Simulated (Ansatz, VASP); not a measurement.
**Two plane-wave programs on TiH3**

```
Ti H
1.0
     3.16702    0.00000    0.00000
    -1.58351    2.74272    0.00000
     0.00000    0.00000    5.58523
Ti H
2 6
Cartesian
  0.0000 1.8285 1.3963
  1.5835 0.9142 4.1889
  0.0000 1.8285 3.3175
  0.0000 1.8285 5.0604
  1.5835 0.9142 2.2678
  1.5835 0.9142 0.5248
  0.0000 0.0000 1.3963
  0.0000 0.0000 4.1889
```

Alike in both runs: functional PBE; k mesh 6 × 6 × 4; occupations gaussian, width 0.1 eV; no spin polarisation.

Ansatz relaxed the structure, and its values are those at the end. VASP's run is a single point on that final structure, the one shown.

|  | VASP | Ansatz |
| --- | --- | --- |
| version | VASP 6.6.1 | Ansatz 0.2.0 |
| potentials or method | VASP PAW PBE potentials, release 64 (Ti_sv, H) | scalar-relativistic, plane waves, PAW |
| plane-wave cutoff (eV) | 520 | 420 |
| valence electrons in the cell | 30 | 30 |

|  | VASP | Ansatz | Ansatz less VASP |
| --- | --- | --- | --- |
| gap on the k mesh at the Fermi level (eV) | none | none | - |
| pressure (GPa) | -0.2 | -0.2 | +0.09 |

A gap of «none» marks a metal or a gap that the smearing closes.

Caveats: the k mesh is coarse (spacing up to 0.38 Å⁻¹), so the values aren't converged.
